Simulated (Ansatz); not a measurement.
**What a change of settings does to a run on CsBr**

The cell is COD entry 9008788, as deposited and not checked against the literature; nothing was relaxed. It is an old determination, and later ones may differ.

First run: DFT, PBE, all-electron LAPW, scalar-relativistic (Ansatz 0.2.0).

Command: `ansatz run input.yaml --threads 1 --pin off --max-ram 2048MiB --backend cpu --events-out ev --progress --plain --runs-dir out` The run took 6 s on 1 thread of Arm Neoverse V1, with other jobs on the host, peak memory 0.28 GiB.

```yaml
crystal:
  lattice:
    - [4.286, 0.0, 0.0]
    - [0.0, 4.286, 0.0]
    - [0.0, 0.0, 4.286]
  atoms:
    - { symbol: Cs, position: [0.0, 0.0, 0.0] }
    - { symbol: Br, position: [0.5, 0.5, 0.5] }
kpoints:
  mp_grid: { grid: [6, 6, 6] }
scf:
  occupations: { method: fermi_dirac, width: 0.03 }
hamiltonian:
  xc: pbe
  pseudopotentials:
    kind: all_electron
    lapw: { basis_error: 0.00025 }
    nuclear_model: point
output:
  forces: true
  stress: true
  eigenvalues: true
```

Result: converged; pressure 1.05 GPa; gap on the k mesh 4.53 eV; 8 SCF iterations.

No spin–orbit coupling, which matters for the heavy atoms here.

A second input differs as follows:

```diff
@@ -11,4 +11,6 @@
 scf:
   occupations: { method: fermi_dirac, width: 0.03 }
+  mixing: { algorithm: anderson, beta: 1.0, ndim: 1, preconditioner: none }
+  max_iter: 50
 hamiltonian:
   xc: pbe
```

What is wrong with it, and what does the program do?

The fault is mixing far too strong. The run did not converge (50 SCF iterations). The log ends:
```
SCF iter  40: F=—  HF=-380099.458036 eV  |F-HF|=—  |Δ(HF+E_count)|=    1.73e4  Δρ=1.51e0  dr2=6.23e3  ethr=2.88e-4  ⟨swp⟩=2.0  Hψ=1760  notcnv=0
SCF iter  41: F=—  HF=-362846.378201 eV  |F-HF|=—  |Δ(HF+E_count)|=    1.73e4  Δρ=1.51e0  dr2=6.23e3  ethr=2.88e-4  ⟨swp⟩=12.9  Hψ=6342  notcnv=0  defer=6
SCF iter  42: F=—  HF=-380099.454225 eV  |F-HF|=—  |Δ(HF+E_count)|=    1.73e4  Δρ=1.51e0  dr2=6.23e3  ethr=2.88e-4  ⟨swp⟩=2.0  Hψ=1759  notcnv=0
SCF iter  43: F=—  HF=-362846.378954 eV  |F-HF|=—  |Δ(HF+E_count)|=    1.73e4  Δρ=1.51e0  dr2=6.23e3  ethr=2.88e-4  ⟨swp⟩=12.8  Hψ=6372  notcnv=0  defer=12
SCF iter  44: F=—  HF=-380099.456763 eV  |F-HF|=—  |Δ(HF+E_count)|=    1.73e4  Δρ=1.51e0  dr2=6.23e3  ethr=2.88e-4  ⟨swp⟩=2.0  Hψ=1760  notcnv=0
SCF iter  45: F=—  HF=-362846.379414 eV  |F-HF|=—  |Δ(HF+E_count)|=    1.73e4  Δρ=1.51e0  dr2=6.23e3  ethr=2.88e-4  ⟨swp⟩=12.9  Hψ=6359  notcnv=0  defer=4
SCF iter  46: F=—  HF=-380099.464091 eV  |F-HF|=—  |Δ(HF+E_count)|=    1.73e4  Δρ=1.51e0  dr2=6.23e3  ethr=2.88e-4  ⟨swp⟩=2.0  Hψ=1760  notcnv=0
SCF iter  47: F=—  HF=-362846.379274 eV  |F-HF|=—  |Δ(HF+E_count)|=    1.73e4  Δρ=1.51e0  dr2=6.23e3  ethr=2.88e-4  ⟨swp⟩=12.9  Hψ=6353  notcnv=0  defer=6
SCF iter  48: F=—  HF=-380099.460539 eV  |F-HF|=—  |Δ(HF+E_count)|=    1.73e4  Δρ=1.51e0  dr2=6.23e3  ethr=2.88e-4  ⟨swp⟩=2.0  Hψ=1759  notcnv=0
SCF iter  49: F=—  HF=-362846.378527 eV  |F-HF|=—  |Δ(HF+E_count)|=    1.73e4  Δρ=1.51e0  dr2=6.23e3  ethr=2.88e-4  ⟨swp⟩=13.1  Hψ=6372  notcnv=0  defer=6
SCF iter  50: F=—  HF=-380099.455013 eV  |F-HF|=—  |Δ(HF+E_count)|=    1.73e4  Δρ=1.51e0  dr2=6.23e3  ethr=2.88e-4  ⟨swp⟩=2.0  Hψ=1760  notcnv=0
Error: did not converge after 50 iterations: onsite_residual = 1.48e5 (threshold 1.00e-7), under the density mixer `anderson`; raise `scf.max_iter`, which need not help a stalled SCF, or adjust the mixing (`scf.mixing`) or, under a smearing, its width (`scf.occupations.width`, in either direction: another width is another result); this SCF holds its density and magnetisation to the symmetry operations that it keeps, and cannot end on a state that breaks one of them: if the state sought breaks one, re-run with `crystal.symmetry.detect: false`, without `crystal.symmetry.time_reversal: true`, on a non-collinear deck whose state breaks time reversal, with `crystal.symmetry.time_reversal: false` beside it (there exact exchange or a DFT+U term alone can polarise the run; a magnetic state wants starting moments), where the deck allows it (that run may end on another state, and need not converge either)
```
